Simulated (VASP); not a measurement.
## InAs in VASP 6.6.1, single-point calculation

INCAR

```
ISIF = 2
SIGMA = 0.02
LREAL = .FALSE.
LASPH = .TRUE.
GGA = PE
PREC = Accurate
NSW = 0
NELM = 120
LWAVE = .FALSE.
ENCUT = 520
ISMEAR = -1
EDIFF = 1E-7
LCHARG = .FALSE.
IBRION = -1
NBANDS = 16
```

KPOINTS

```
KPOINTS created by Atomic Simulation Environment
0
Gamma
12 12 12
0 0 0
```

POSCAR

```
In As
 1.0000000000000000
    -0.0000000000000000    3.0545904731694296    3.0545904731694296
     3.0545904731694296    0.0000000000000000    3.0545904731694296
     3.0545904731694296    3.0545904731694296    0.0000000000000000
 In  As
   1   1
Cartesian
  0.0000000000000000  0.0000000000000000 -0.0000000000000000
  1.5272952365847148  1.5272952365847148  1.5272952365847148
```

The recommended PBE PAW datasets give the neutral cell 18 valence electrons.

Command

```
mpirun -np 1 vasp_std
```

OSZICAR

```
N       E                     dE             d eps       ncg     rms          rms(c)
DAV:   1     0.111001917449E+03    0.11100E+03   -0.82947E+03  2312   0.120E+03
DAV:   2    -0.467698834094E+00   -0.11147E+03   -0.10695E+03  2536   0.287E+02
DAV:   3    -0.777673742318E+01   -0.73090E+01   -0.72743E+01  2944   0.735E+01
DAV:   4    -0.796304870420E+01   -0.18631E+00   -0.18625E+00  2920   0.131E+01
DAV:   5    -0.797130613471E+01   -0.82574E-02   -0.82573E-02  3360   0.231E+00    0.433E+00
DAV:   6    -0.772594668137E+01    0.24536E+00   -0.37155E-01  3640   0.996E+00    0.240E+00
DAV:   7    -0.770339087453E+01    0.22556E-01   -0.11022E-01  3088   0.285E+00    0.717E-01
DAV:   8    -0.770458325275E+01   -0.11924E-02   -0.12798E-02  2936   0.127E+00    0.179E-01
DAV:   9    -0.770518923229E+01   -0.60598E-03   -0.95444E-04  2872   0.269E-01    0.108E-01
DAV:  10    -0.770535566420E+01   -0.16643E-03   -0.19274E-04  2968   0.188E-01    0.587E-02
DAV:  11    -0.770540416145E+01   -0.48497E-04   -0.11431E-04  2712   0.116E-01    0.385E-02
DAV:  12    -0.770540460980E+01   -0.44836E-06   -0.62535E-06  2696   0.279E-02    0.713E-03
DAV:  13    -0.770540496214E+01   -0.35233E-06   -0.19124E-06  2840   0.745E-03    0.304E-03
DAV:  14    -0.770540499839E+01   -0.36250E-07   -0.11590E-07  2680   0.295E-03
   1 F= -.77054050E+01 E0= -.77053749E+01  d E =-.602734E-04
```

From OUTCAR

```
k-points           NKPTS =     72   k-points in BZ     NKDIM =     72   number of bands    NBANDS=     16

   NELECT =      18.0000    total number of electrons

   dimension x,y,z NGX =    32 NGY =   32 NGZ =   32
   dimension x,y,z NGXF=    64 NGYF=   64 NGZF=   64

  energy-cutoff  :      520.00
  volume of cell :       57.00
      direct lattice vectors                 reciprocal lattice vectors
     0.000000000  3.054590473  3.054590473    -0.163688064  0.163688064  0.163688064
     3.054590473  0.000000000  3.054590473     0.163688064 -0.163688064  0.163688064
     3.054590473  3.054590473  0.000000000     0.163688064  0.163688064 -0.163688064

 k-points in reciprocal lattice and weights: KPOINTS created by Atomic Simulation Env
   0.00000000  0.00000000  0.00000000       0.001
   0.08333333  0.00000000  0.00000000       0.005
   0.16666667  0.00000000  0.00000000       0.005
   0.25000000  0.00000000  0.00000000       0.005
   0.33333333  0.00000000  0.00000000       0.005
   0.41666667  0.00000000  0.00000000       0.005
   0.50000000  0.00000000  0.00000000       0.002
   0.08333333  0.08333333  0.00000000       0.003
   ...

 E-fermi :   4.2191

 k-point     1 :       0.0000    0.0000    0.0000
  band No.  band energies     occupation
      1     -10.1297      2.00000
      2     -10.1297      2.00000
      3     -10.1297      2.00000
      4     -10.0161      2.00000
      5     -10.0161      2.00000
      6      -7.4657      2.00000
      7       3.8496      2.00000
      8       4.2014      1.41604
      9       4.2014      1.41604
     10       4.2014      1.41603
     11       8.0955      0.00000
     12       8.0955      0.00000
     13       8.0955      0.00000
     14      11.6063      0.00000
     15      13.8037      0.00000
     16      13.8037      0.00000

 k-point     2 :       0.0833    0.0000    0.0000
  band No.  band energies     occupation
      1     -10.1377      2.00000
      2     -10.1273      2.00000
      3     -10.1273      2.00000
      4     -10.0162      2.00000
      5     -10.0162      2.00000
      6      -7.3972      2.00000
      7       2.8870      2.00000
      8       4.1149      1.98916
      9       4.1149      1.98916
     10       4.9298      0.00000
     11       8.1174      0.00000
     12       8.2250      0.00000
     13       8.2250      0.00000
     14      12.0284      0.00000
     15      13.2533      0.00000
     16      13.2533      0.00000

 k-point     3 :       0.1667    0.0000    0.0000
  band No.  band energies     occupation
      1     -10.1590      2.00000
      2     -10.1209      2.00000
      3     -10.1209      2.00000
      4     -10.0161      2.00000
      5     -10.0161      2.00000
      6      -7.1991      2.00000
      7       1.7022      2.00000
      8       3.9037      2.00000
      9       3.9037      2.00000
     10       5.3579      0.00000
     11       8.4605      0.00000
     12       8.5230      0.00000
     13       8.5230      0.00000
     14      12.6943      0.00000
     15      12.7610      0.00000
     16      12.7610      0.00000

 ...

  Total        0.7332178      0.7332178      0.7332178     -0.0000000     -0.0000000      0.0000000
  in kB       20.6088897     20.6088897     20.6088897     -0.0000000     -0.0000000      0.0000000
  external PRESSURE =      20.6088897 kB  Pullay stress =       0.0000000 kB

 POSITION                                       TOTAL-FORCE (eV/Angst)
 -----------------------------------------------------------------------------------
      0.00000      0.00000      0.00000         0.000000      0.000000      0.000000
      1.52730      1.52730      1.52730        -0.000000     -0.000000     -0.000000
 -----------------------------------------------------------------------------------
    total drift:                               -0.000000     -0.000000     -0.000000

  FREE ENERGIE OF THE ION-ELECTRON SYSTEM (eV)
  ---------------------------------------------------
  free  energy   TOTEN  =        -7.7054049984 eV

  energy  without entropy=       -7.7053447250  energy(sigma->0) =       -7.70537486
```

It converged. Results: gap between bands v and c on the k mesh 0.00 eV; least direct gap on the k mesh 0.00 eV; pressure 2.1 GPa. Band v is the last that the valence electrons fill when counted band by band, and c is the next.

For comparison, a separate PBE run of the intended cell, on usual settings and not on those above, gives a gap of 0.00 eV on its mesh and a pressure of 2.1 GPa.

The run above took about 70 s on one core of a shared host (Intel Xeon Platinum 8488C) and held 0.22 GiB at most.
